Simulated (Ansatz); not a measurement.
**Si2Ni under changes of volume**

One of the cells (13.166 Å³/atom); the others are scaled copies at fixed shape and fractional positions:

```
Ni Si
1.0
     0.00000    2.70300    2.70300
     2.70300    0.00000    2.70300
     2.70300    2.70300    0.00000
Ni Si
1 2
Cartesian
  0.0000 0.0000 0.0000
  4.0545 4.0545 4.0545
  1.3515 1.3515 1.3515
```

```yaml
Program: Ansatz 0.2.0
Functional: r2SCAN
Potentials_or_basis: Ansatz PAW
Cutoff: "500 eV (not typed: the program's choice for these potentials)"
k_mesh: 9 × 9 × 9
Occupations: fermi-dirac, width 0.05 eV
Spin: collinear spin, ferromagnetic start
Starting_moments: "[1.0, 0.0, 0.0] μB"
```

```csv
volume (Å³/atom),energy over the lowest point (meV/atom),pressure (GPa)
12.376,16.41,9.0
12.639,5.21,5.0
12.902,0.00,1.5
13.166,0.02,-1.5
13.429,4.72,-4.3
13.692,?,?
13.956,26.63,-9.1
```

Problem. What does the run at 13.692 Å³/atom give?

Solution. Energy over the lowest point 13.71 meV/atom; pressure -6.8 GPa.

Worked out: A Birch-Murnaghan fit of order 3 (a polynomial in V^(-2/3)) to the other rows has its minimum at 13.03 Å³/atom with B0 = V·E''(V) = 151 GPa and B' = 4.4. It gives 13.75 meV/atom at 13.692 Å³/atom, against the run's 13.71, and -dE/dV = -6.7 GPa, against -6.8.

Energies are extrapolated to zero smearing.

Caveats: the magnetic or orbital state may not be the lowest; the PAW data sets come from PBE, with cores solved anew for the run's functional, which leaves a small shift of forces and pressure; the starting moments weren't kept.
